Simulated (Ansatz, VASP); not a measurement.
## One calculation of AlRu, two programs

INCAR

```
ALGO = Normal
EDIFF = 1E-6
ENCUT = 520
GGA = PE
ISIF = 2
ISMEAR = 0
LASPH = T
LCHARG = F
LREAL = F
LWAVE = F
NBANDS = 16
NELM = 60
PREC = Accurate
SIGMA = 0.15
```

KPOINTS

```
k-points
0
Gamma
  20 20 20
```

The input POSCAR:

```
AlRu
1.0
    3.0040847246      0.0000000000      0.0000000000
    0.0000000000      3.0040847246      0.0000000000
    0.0000000000      0.0000000000      3.0040847246
Al Ru
1 1
Direct
    0.0000000000      0.0000000000      0.0000000000
    0.5000000000      0.5000000000      0.5000000000
```

Input for Ansatz:

```yaml
crystal:
  lattice:
    - [3.0040847246, 0.0, 0.0]
    - [0.0, 3.0040847246, 0.0]
    - [0.0, 0.0, 3.0040847246]
  atoms:
    - { symbol: Al, position: [0.0, 0.0, 0.0] }
    - { symbol: Ru, position: [0.5, 0.5, 0.5] }
basis:
  ecutwfc: 420
kpoints:
  mp_grid: { grid: [20, 20, 20] }
hamiltonian:
  xc: pbe
scf:
  occupations: { method: gaussian, width: 0.15 }
output:
  forces: true
  stress: true
  eigenvalues: true
  write_density: true
  write_potential: true
  elf: true
  volumetric_format: npy
```

Alike in both runs: task single point; functional PBE; k mesh 20 × 20 × 20; occupations gaussian, width 0.15 eV; no spin polarisation.

```csv
,VASP,Ansatz
version,VASP 6.6.1,Ansatz 0.2.0
potentials or method,"VASP PAW PBE potentials, release 64 (Al, Ru_pv)","scalar-relativistic, plane waves, PAW"
plane-wave cutoff (eV),520,420
valence electrons in the cell,17,19
```

```csv
,VASP,Ansatz,Ansatz less VASP
gap on the k mesh at the Fermi level (eV),none,none,-
pressure (GPa),0.0,0.0,+0.04
```

A gap of «none» marks a metal or a gap that the smearing closes. The functional is the same, so the differences come from potentials, cutoffs and numerics. The two sets of potentials don't hold the same shells in valence.
